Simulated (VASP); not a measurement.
VASP inputs for CuI (rocksalt)

INCAR

```
ISIF = 2
NSW = 0
EDIFF = 1E-7
NELM = 120
LSORBIT = .TRUE.
ISMEAR = -1
MAGMOM = 0.0 0.0 0.0 0.0 0.0 0.0
SIGMA = 0.02
LREAL = .FALSE.
GGA_COMPAT = .FALSE.
ENCUT = 520
IBRION = -1
PREC = Accurate
GGA = PE
NBANDS = 29
LASPH = .TRUE.
LCHARG = .FALSE.
LWAVE = .FALSE.
```

KPOINTS

```
KPOINTS created by Atomic Simulation Environment
0
Gamma
8 8 8
0 0 0
```

KPOINTS_OPT

```
special points
6
Reciprocal
0.0000000000 0.0000000000 0.0000000000 1
0.5000000000 0.0000000000 0.5000000000 1
0.5000000000 0.2500000000 0.7500000000 1
0.3750000000 0.3750000000 0.7500000000 1
0.5000000000 0.5000000000 0.5000000000 1
0.6250000000 0.2500000000 0.6250000000 1
```

POSCAR

```
Cu I
 1.0000000000000000
    -0.0000000000000000    2.8561104274992553    2.8561104274992553
     2.8561104274992553   -0.0000000000000000    2.8561104274992553
     2.8561104274992553    2.8561104274992553   -0.0000000000000000
 Cu  I
   1   1
Cartesian
 -0.0000000000000000 -0.0000000000000000 -0.0000000000000000
  2.8561104274992553  2.8561104274992553  2.8561104274992553
```

VASP ran with the recommended PBE PAW datasets (18 valence electrons in the cell).

Predict the results.

gap between bands v and c -0.64 eV (bands overlap: a metal); least direct gap 1.01 eV.

Band v is the last that the valence electrons fill when counted band by band, and c is the next. Levels in eV from the top of v:

```
point    v−2      v      c   c+2
    Γ  -1.62  -1.62   0.74  7.13
    X  -1.75  -1.64  -0.64  4.24
    W  -1.75  -1.68   2.43  5.12
    K  -1.67  -1.36   1.03  5.40
    L  -0.33   0.00   2.61  4.21
```
